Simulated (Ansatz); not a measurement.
This script makes an equation of state with a fit of Cu3N, space group Pm-3m with Ansatz 0.2.0, Python API.

`eos.py`:
```python
# -*- coding: utf-8 -*-
import ansatz as az
import numpy as np
from scipy.optimize import curve_fit

config = {
    "xc": "pbesol",
    "filling": "fermi_dirac",
    "width_ev": 0.05,
    "ecut": 500,
    "mesh": (5, 5, 5),
}

VECTORS = np.array([
    [3.807, 0.0, 0.0],
    [0.0, 3.807, 0.0],
    [0.0, 0.0, 3.807],
])
SITES = [
    ("Cu", [0.5, 0.0, 0.0]),
    ("Cu", [0.0, 0.5, 0.0]),
    ("Cu", [0.0, 0.0, 0.5]),
    ("N", [0.0, 0.0, 0.0]),
]


def crystal_on(cell):
    crystal = az.Crystal(lattice=az.Lattice.of(cell))
    for symbol, position in SITES:
        crystal = crystal.atom(symbol, position)
    return crystal

def vinet(v, e0, v0, b0, b1):
    eta = (v / v0) ** (1 / 3)
    return e0 + 2 * b0 * v0 / (b1 - 1) ** 2 * (2 - (5 + 3 * b1 * (eta - 1) - 3 * eta) * np.exp(-1.5 * (b1 - 1) * (eta - 1)))

volumes, energies, pressures = [], [], []
for scale in np.linspace(0.94, 1.06, 7):
    cell = VECTORS * scale ** (1 / 3)
    calc = (
        crystal_on(cell).calculation()
        .functional(config["xc"])
        .occupations(config["filling"], width=config["width_ev"])
        .pseudopotentials("paw")
        .basis(config["ecut"])
        .kpoints(*config["mesh"])
        .stress()
    )
    data = calc.run().report
    volumes.append(abs(np.linalg.det(cell)) / len(SITES))
    energies.append(data["free_energy_ev"] / len(SITES))
    pressures.append(np.trace(data["stress_gpa"]) / 3)
    print(f"V = {volumes[-1]:8.4f} A^3/atom  F = {energies[-1]:.5f} eV/atom  P = {pressures[-1]:8.3f} GPa")

guess = (min(energies), volumes[int(np.argmin(energies))], 0.5, 4.5)
(e0, v0, b0, b1), _ = curve_fit(vinet, np.array(volumes), np.array(energies), p0=guess, maxfev=20000)
print(f"Vinet fit: V0 = {v0:.4f} A^3/atom, B0 = {160.21766 * b0:.1f} GPa, B1 = {b1:.2f}")
print("largest residual", round(1000 * float(np.abs(vinet(np.array(volumes), e0, v0, b0, b1) - energies).max()), 3), "meV/atom")
```

Its results, one of them left out:

| V (Å³/atom) | F less the lowest row shown (meV/atom) |
| --- | --- |
| 12.966 | ? |
| 13.242 | 0.00 |
| 13.518 | 0.95 |
| 13.794 | 6.33 |
| 14.070 | 15.62 |
| 14.346 | 28.42 |
| 14.622 | 44.31 |

What is the missing energy at 12.966 Å³ an atom?

A third-order Birch-Murnaghan fit, E = E0 + (9 V0 B0 / 16) [(t - 1)³ B' + (t - 1)² (6 - 4t)] with t = (V0/V)^(2/3), through the 6 rows shown gives V0 = 13.323 Å³, B0 = 134.6 GPa, B' = 4.71 and E0 = -0.21 meV. At V = 12.966 Å³, t = 1.01827, and the fit extrapolates to 4.02 meV. The run gave 4.05 meV, a miss of 0.03 meV.

No spin polarisation was allowed. Of the deposited cell: the entry's cell lengths or inner coordinates differ somewhat from later room-temperature determinations. Pressure is positive in compression. The structure is a deposited one; some such entries were measured under pressure or heat, so a shift against it needn't be the functional's error alone. Hardware and time: 12 s on 1 thread of Arm Neoverse V1, with other jobs on the host, peak memory 0.43 GiB.
